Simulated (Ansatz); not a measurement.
Runs of Ansatz 0.2.0 on Li. Symmetry: Fm-3m, No. 225, cubic system. The conventional cell has a = 4.404 Å, b = 4.404 Å, c = 4.404 Å, α = 90.00°, β = 90.00°, γ = 90.00°. Around Li (site symmetry m-3m) lie 12 Li at 3.11 Å. This isn't the form of Li at room conditions, which is bcc.

```tsv
task	level	potentials or basis	spin	cell	k mesh	cutoff (eV)	smearing	driver	atoms under strain	other keys	mesh quality	gap on the mesh (eV)	pressure (GPa)
atomic charges	LDA	JTH PAW	collinear, program default start	volume scaled by 1.15	7 × 7 × 7	1200	cold 0.05 eV	chain	-	magnetization = spin_polarized True; hamiltonian.xc = lda; …	not flagged	none	(a)
Wannier functions	PBE+D4	PseudoDojo PBEsol	off	as given	10 × 10 × 10	1007	cold 0.05 eV	chain	-	hamiltonian.xc = pbe	not flagged	none	-
electrostatic potential	exchange-only PBE	Ansatz PAW	off	as given	10 × 10 × 10	420	methfessel-paxton 0.025 eV	-	-	-	not flagged	none	0.8
electrostatic potential	exchange-only PBE	Ansatz PAW	off	as given	10 × 10 × 10	420	methfessel-paxton 0.025 eV	chain	-	-	not flagged	none	0.8
projected density of states	r2SCAN0	Ansatz PAW	off	volume scaled by 0.88	7 × 7 × 7	500	methfessel-paxton 0.1 eV	chain	-	-	coarse	none	1.8
elastic constants	PBE+D3(BJ)+ATM	Ansatz PAW accurate	off	as given	9 × 9 × 9	780	gaussian 0.1 eV	chain	relaxed	-	not flagged	none	-1.8
```

Fill in the values left out.

(a) -2.5.

Caveats: some runs use coarse meshes; the potentials were made for another functional, which shifts forces and pressure (some runs); pairwise dispersion overbinds metals, which lowers pressure and volume (some runs); the PAW data sets were made with another functional, which shifts forces and pressure a little (some runs); the thresholds are loose for stress (some runs); the elastic tensor has a negative eigenvalue, so either the cell is unstable as it stands or the mesh is too thin (some runs).

A gap of «none» marks a metal or a gap under the smearing width.
